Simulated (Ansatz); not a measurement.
CdS (started from an entry of an open crystallographic database), relaxed with r2SCAN, was run in the PAW code Ansatz under altered settings. All numbers are computed, without spin polarisation but where a row says otherwise.

```xyz
4
Lattice="4.1646 0.0000 0.0000 -2.0823 3.6067 0.0000 0.0000 0.0000 6.7660" Properties=species:S:1:pos:R:3 pbc="T T T"
Cd    0.0000    2.4044   -0.0065
Cd    2.0823    1.2022    3.3765
S     0.0000    2.4044    2.5438
S     2.0823    1.2022    5.9268
```

The base run's other keys:
```yaml
kpoints:
  mp_grid: { grid: [6, 6, 2] }
hamiltonian:
  xc: hse06
scf:
  occupations: { method: fixed }
  n_extra_bands: 5
```

It takes 13 iterations with 1985 plane waves at 420 eV and 14 k points, and leaves a mean stress of +0.20 GPa. The gap over this mesh is 2.192 eV. It ran on 4 threads of Arm Neoverse N1, with other jobs on the host.

Outcomes, with energy and stress as changes against the base:
```csv
setting,outcome,ΔF (meV/atom),Δ mean stress (GPa),gap on the mesh (eV),iterations,wall time
"PBE hybrid, exx coeff 0.5, omega 0.1 1/Å",converged,–,-1.1,3.950,19,45 s
"PBE hybrid, exx coeff 0.1, omega 0.1 1/Å",converged,–,+0.6,1.679,11,34 s
scf.mixing.ndim: 30,converged,0.0,0.0,2.192,13,35 s
```
A dash marks a value that wasn't obtained or can't be compared. Stress is positive in compression. The base took 37 s. The base's mesh is coarse for a hybrid, so its own values aren't converged.

- PBE hybrid, exx coeff 0.5, omega 0.1 1/Å. That is 50 % exact exchange, screened with ω = 0.1 1/Å, against HSE06's 25 % screened at 0.208 1/Å. The mean stress moves by -1.1 GPa and the gap on the mesh by +1.758 eV (to 3.950). Totals of different functionals aren't comparable. The program warns that on this mesh the truncation of the exchange isn't bounded, so part of the change can be an error of the mesh.
- PBE hybrid, exx coeff 0.1, omega 0.1 1/Å. That is 10 % exact exchange, screened with ω = 0.1 1/Å, against HSE06's 25 % screened at 0.208 1/Å. The mean stress moves by +0.6 GPa and the gap on the mesh by -0.513 eV (to 1.679). Totals of different functionals aren't comparable. The program warns that on this mesh the truncation of the exchange isn't bounded, so part of the change can be an error of the mesh.

Within 1 meV an atom, 0.1 GPa and 0.005 eV of the base stay: scf.mixing.ndim: 30.

The runs are scalar-relativistic, without spin-orbit coupling.

The stress of a hybrid is loosely converged in these runs.

The meshes of the hybrids are coarse, so their gaps aren't converged to the digits shown.
